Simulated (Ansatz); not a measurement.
# Zr (P6_3/mmc) in Ansatz: notebook

The runs below take Zr through single point, relaxation of cell and atoms, with PBE, BLYP.

Program: Ansatz 0.2.0. These are calculated values, not measurements. Logs are shortened: lines on timing, memory, paths and dates and some standing lists are left out, and cuts for length are marked.

## 1. Starting point

Symmetry: P6_3/mmc, No. 194, hexagonal system. The conventional cell has a = 3.232 Å, b = 3.232 Å, c = 5.147 Å, α = 90.00°, β = 90.00°, γ = 120.00°. Zr (site symmetry -6m2) is surrounded by 12 Zr at 3.18 to 3.23 Å.

## 2. Single point, PBE

Contents of input.yaml:

```yaml
crystal:
  lattice:
    - [3.232, 0.0, 0.0]
    - [-1.616, 2.798994105, 0.0]
    - [0.0, 0.0, 5.147]
  atoms:
    - { symbol: Zr, position: [0.6666666667, 0.3333333333, 0.75] }
    - { symbol: Zr, position: [0.3333333333, 0.6666666667, 0.25] }
kpoints:
  mp_grid: { grid: [9, 9, 5] }
scf:
  occupations: { method: gaussian, width: 0.013 }
hamiltonian:
  xc: pbe
  pseudopotentials: { kind: all_electron, lapw: { basis_error: 0.001 } }
output:
  forces: true
  stress: true
  eigenvalues: true
```

Potentials or basis: all-electron LAPW, scalar-relativistic.

Started as:

```bash
> ansatz run input.yaml --threads 1 --pin off --max-ram 3072MiB --backend cpu --events-out ev --progress --plain --runs-dir out
```

Output:

```text
Warning: RAYON_NUM_THREADS=1 ignored (pool sized by the plan → 1); use --threads N
LAPW: plane waves up to 6.756 Å⁻¹, error target 1.0e-3 eV per atom; small_component_spin mean_spin; Zr in spheres of 1.589 Å, 22 of its electrons in bands, Dirac shells [] (how accurate: hamiltonian.pseudopotentials.lapw.basis_error, Limitations)
Engine: ansatz 0.2.0, aarch64-unknown-linux-gnu
Pseudopotentials: kind: all_electron
Pseudopotential: Zr, LAPW, valence charge 22, lapw/all_electron/scalar/gaussian/Zr, Koelling and Harmon's equation, gaussian nucleus
Functional definition: PBE
  parameter kappa = 0.804
  parameter beta = 0.06672455060314922
  exchange = pbe_x(kappa = kappa, mu = beta*pi^2/3)
  correlation = pbe_c(beta = beta)
Crystal: 2 atoms, lattice volume = 46.562 Å³
Basis set: ecut = 173.88150169088817 eV, 251 PW (Γ), exchange–correlation at level 2
Bands: 27, of which v1, the nominal top of the filled ones, is band 22 counted from 1 (21 counted from 0)
Symmetry: 24 space group operations
Space group: P63/mmc (ITA 194), of the structure as read, at distance tolerance 3.6e-5 Å
k-points: 36 of 405
Non-local potential: Zr, projectors of the file, none
Initial density: superposition of atomic densities (chi_scale 0.1, normalization cell)
Initial wavefunctions: plane waves of lowest kinetic energy (no species holds an atomic orbital)
Functional: x = pbe(κ = 0.804, μ = 0.2195149727645171), c = pbe(β = 0.06672455060314922)
iter 1 solved again at ethr=3.55e-4 eV; its pass at ethr=1.00e-1 eV (dr2=1.56e-1 eV) is discarded
SCF iter   1: F=—  HF=-195854.399980 eV  |F-HF|=—  |Δ(HF+E_count)|=         —  Δρ=1.91e-2  dr2=1.57e-1  ethr=3.55e-4  ⟨swp⟩=2.7  Hψ=6468  notcnv=0
preconditioner: auto → Kerker (q_TF=auto, 2.703 Å⁻¹)  [metal: Δε(μ)=0.001 eV  Ē_g=3.781 eV  σ=0.013 eV  W_gap=0.03  n_scr=22 (ndim 8)  ℏωp=15.4 eV  f_vac=0.000  D(μ)=5.15/eV (n_scr^D=66)]
SCF iter   2: F=—  HF=-195854.240145 eV  |F-HF|=—  |Δ(HF+E_count)|=   1.60e-1  Δρ=1.14e-2  dr2=6.49e-2  ethr=3.55e-4  ⟨swp⟩=2.0  Hψ=3168  notcnv=0
preconditioner: auto → Resta (q_TF=auto, 2.703 Å⁻¹)  ε∞=18.6  [insulator: Δε(μ)=0.015 eV  Ē_g=3.668 eV  σ=0.013 eV  W_gap=0.59  n_scr=22 (ndim 8)  ℏωp=15.4 eV  f_vac=0.000  D(μ)=3.67/eV (n_scr^D=36)  ε∞_Penn≈18.6]
SCF iter   3: F=—  HF=-195854.228349 eV  |F-HF|=—  |Δ(HF+E_count)|=   1.18e-2  Δρ=5.98e-3  dr2=1.97e-2  ethr=1.47e-4  ⟨swp⟩=2.0  Hψ=3167  notcnv=0
iter 4 solved again at ethr=3.20e-6 eV; its pass at ethr=4.47e-5 eV (dr2=1.41e-3 eV) is discarded
SCF iter   4: F=—  HF=-195854.226737 eV  |F-HF|=—  |Δ(HF+E_count)|=         —  Δρ=1.50e-3  dr2=1.40e-3  ethr=3.20e-6  ⟨swp⟩=2.0  Hψ=5130  notcnv=0
the basis was enlarged: its passes take 719.3 KiB over the memory plan, 1 of 1 planned eigensolver slots
SCF iter   5: F=—  HF=-195854.226582 eV  |F-HF|=—  |Δ(HF+E_count)|=   1.55e-4  Δρ=3.91e-4  dr2=8.96e-5  ethr=3.19e-6  ⟨swp⟩=2.0  Hψ=2993  notcnv=0
SCF iter   6: F=—  HF=-195854.226588 eV  |F-HF|=—  |Δ(HF+E_count)|=   6.10e-6  Δρ=1.35e-4  dr2=1.13e-5  ethr=2.04e-7  ⟨swp⟩=2.0  Hψ=2985  notcnv=0
SCF iter   7: F=—  HF=-195854.226587 eV  |F-HF|=—  |Δ(HF+E_count)|=   6.39e-7  Δρ=1.55e-5  dr2=1.67e-7  ethr=2.56e-8  ⟨swp⟩=2.0  Hψ=2985  notcnv=0
SCF iter   8: F=-195854.226587 eV  HF=-195854.226587 eV  |F-HF|=1.46e-9  |Δ(HF+E_count)|=   2.02e-8  Δρ=5.52e-6  dr2=1.33e-8  ethr=3.79e-10  ⟨swp⟩=2.3  Hψ=2997  notcnv=0
SCF 1 converged in 8 iterations: F = -195854.226587 eV  dr2 = 1.33e-8
SCF converged after 8 iterations
Free energy (F): -195854.226587 eV
Harris-Foulkes:  -195854.226587 eV  (|F-HF|=1.46e-9)
Internal energy: -195854.226165 eV  (E = F + TS)
E sigma→0 (E₀):  -195854.226376 eV
Entropy (-TS):   -0.000423 eV (-0.211 meV/atom)
Fermi energy:    15.811167 eV
--- Per-component energies (eV) ---
  E_band       = -3210.922158
  E_kinetic    = 202299.606034
  E_xc         = -6221.761300
  E_electrostatic = -391932.070899  (all electrons and nuclei)
  E_smearing   = -0.000423  (= −TS)
  E_closure    = 0.000000  (closes the sum)
  E_atoms      = -195839.623081  (free atoms, spherical and without spin; not in F)
  Σ components = -195854.226587   (vs F -195854.226587, Δ=0.00e0)
  Basis errors (estimates in eV, not in F): energy 1.6e-4 per atom: plane waves 1.2e-4 (6.2e-5 summed), levels above the bands 0.0e0, relativity 5.6e-8, radial functions 4.2e-5, core shells 6.0e-7; eigenvalues (radial functions only) 8.4e-7; not estimated: angular momenta, meshes, grids; target (lapw.basis_error) 1.0e-3; muffin-tin radii Zr 1.589 Å
--- Forces (eV/Å), atoms counted from 1 ---
  atom   1  Zr     0.00000000    -0.00000000     0.00000000
  atom   2  Zr     0.00000000     0.00000000     0.00000000
  max |Σ_I F_I| component: 1.11e-16 eV/Å
--- Stress (GPa, compression-positive) ---
        0.224364       0.000000       0.000000
        0.000000       0.224364       0.000000
        0.000000       0.000000       1.357021
  P = ⅓ Tr σ = 0.6019 GPa (6.019 kbar)
--- Band table (eV; the first three rows and the last of 36) ---
  k-point 0: bands = ["-152.9863", "-152.9863", "-152.9863", "-152.9863", "-152.9846", "-152.9846", "-152.9613", "-152.9613", "-152.9613", "-152.9613", "-33.0569", "-32.9021", "-11.5867", "-10.7177", "-10.7177", "-10.5794", "-10.5761", "-10.5761", "10.1244", "12.7435", "16.6314", "16.6314", "16.7829", "16.9448", "17.3244", "17.3244", "17.9051"]
  k-point 1: bands = ["-152.9863", "-152.9863", "-152.9863", "-152.9863", "-152.9846", "-152.9846", "-152.9613", "-152.9613", "-152.9613", "-152.9613", "-33.0424", "-32.9171", "-11.4962", "-10.7043", "-10.7043", "-10.6820", "-10.5897", "-10.5897", "10.4537", "12.7031", "16.4005", "16.4946", "16.4946", "16.5331", "17.0928", "17.0928", "18.3713"]
  k-point 2: bands = ["-152.9863", "-152.9863", "-152.9863", "-152.9863", "-152.9846", "-152.9846", "-152.9613", "-152.9613", "-152.9613", "-152.9613", "-33.0040", "-32.9562", "-11.2542", "-10.9437", "-10.6691", "-10.6691", "-10.6253", "-10.6253", "11.3191", "12.2792", "15.7948", "16.0073", "16.4511", "16.4511", "16.6871", "16.6871", "19.2808"]
  k-point 35: bands = ["-152.9863", "-152.9863", "-152.9863", "-152.9863", "-152.9846", "-152.9846", "-152.9613", "-152.9613", "-152.9613", "-152.9613", "-32.8849", "-32.8849", "-11.3412", "-11.3412", "-11.1705", "-11.0711", "-10.7529", "-10.7529", "14.3051", "14.3440", "14.3440", "14.6120", "15.7604", "15.7604", "17.5852", "18.2211", "20.1689"]
```

Wall time 7.2 s (1 thread of Arm Neoverse V1, shared host); peak memory 0.28 GiB.

Results:

| Quantity | Value |
| --- | --- |
| Free energy | -195854.2266 eV |
| Pressure | 0.6 GPa |
| Band gap on the k mesh | none (metal or under the smearing width) |

Levels at points of the mesh, in eV from the Fermi level:
| k point | band 20 | band 21 | band 22 | band 23 | band 24 | band 25 |
| --- | --- | --- | --- | --- | --- | --- |
| (0.00, 0.00, 0.00) | -3.07 | 0.82 | 0.82 | 0.97 | 1.13 | 1.51 |

## 3. Relaxation of cell and atoms, BLYP

Edit input.yaml of step 2 so:

```diff
@@ -11,5 +11,5 @@
 scf:
-  occupations: { method: gaussian, width: 0.013 }
+  occupations: { method: fermi_dirac, width: 0.05 }
 hamiltonian:
-  xc: pbe
+  xc: blyp
   pseudopotentials: { kind: all_electron, lapw: { basis_error: 0.001 } }
@@ -18,2 +18,5 @@
   stress: true
-  eigenvalues: true
+relax:
+  f_tol: 0.005
+  max_steps: 60
+  cell: {}
```

Potentials or basis: all-electron LAPW, scalar-relativistic.

Started as:

```bash
> ansatz run input.yaml --threads 1 --pin off --max-ram 3072MiB --backend cpu --events-out ev --progress --plain --runs-dir out
```

It took 28 s on 1 thread of Arm Neoverse V1, shared host; peak memory 0.29 GiB.

Results (log left out):

```yaml
Free_energy: -195879.5774 eV
Relaxed_volume: 24.17 Å³/atom
Relaxed_cell: a = 3.264 Å, b = 3.264 Å, c = 5.241 Å, α = 90.00°, β = 90.00°, γ = 120.00°
Space_group_after_relaxing_to_0.05_Å: P6_3/mmc (No. 194)
Energy_gained_by_relaxing: 10.1 meV/atom
Ionic_steps: 5
Pressure_after_relaxing: 0.0 GPa
```

Step by step:
| step | energy change (eV) | largest force (eV/Å) | volume (Å³) |
| --- | --- | --- | --- |
| 1 | 0.0000 | 0.0000 | 46.56 |
| 2 | -0.0201 | 0.0000 | 48.30 |
| 3 | -0.0202 | 0.0000 | 48.34 |
| 4 | -0.0202 | 0.0000 | 48.34 |
| 5 | -0.0202 | 0.0000 | 48.34 |

Final structure:
```
Zr
1.0
     3.26358    0.00000    0.00000
    -1.63179    2.82634    0.00000
     0.00000    0.00000    5.24080
Zr
2
Cartesian
  1.6318 0.9421 3.9306
  0.0000 1.8842 1.3102
```

BLYP gives volumes clearly too large for solids. Zero-point motion and thermal expansion aren't in these numbers.

## 4. The reference run

An earlier run on the cell as given: functional PBE; potentials or basis all-electron LAPW, scalar-relativistic; cutoff 174 eV (chosen from the basis error); basis error allowed 0.001 eV/atom; k mesh 9 × 9 × 5; occupations fermi-dirac, width 0.05 eV; no spin polarisation.

- Pressure: 0.5 GPa
- Band gap on the k mesh: none (metal or under the smearing width)

## 5. Overview

| task | level | cell | cutoff (eV) | smearing | gap on the mesh (eV) | pressure (GPa) |
| --- | --- | --- | --- | --- | --- | --- |
| single point | PBE | as given | 174 | gaussian 0.013 eV | none | 0.6 |
| relaxation of cell and atoms | BLYP | relaxed | - | fermi-dirac 0.05 eV | - | 0.0 |
| single point | PBE | as given | 174 | fermi-dirac 0.05 eV | none | 0.5 |

Alike in all rows: potentials or basis all-electron LAPW, scalar-relativistic; no spin polarisation; k mesh 9 × 9 × 5; basis error allowed 0.001 eV/atom.

Compare energies only between runs with the same functional and basis.
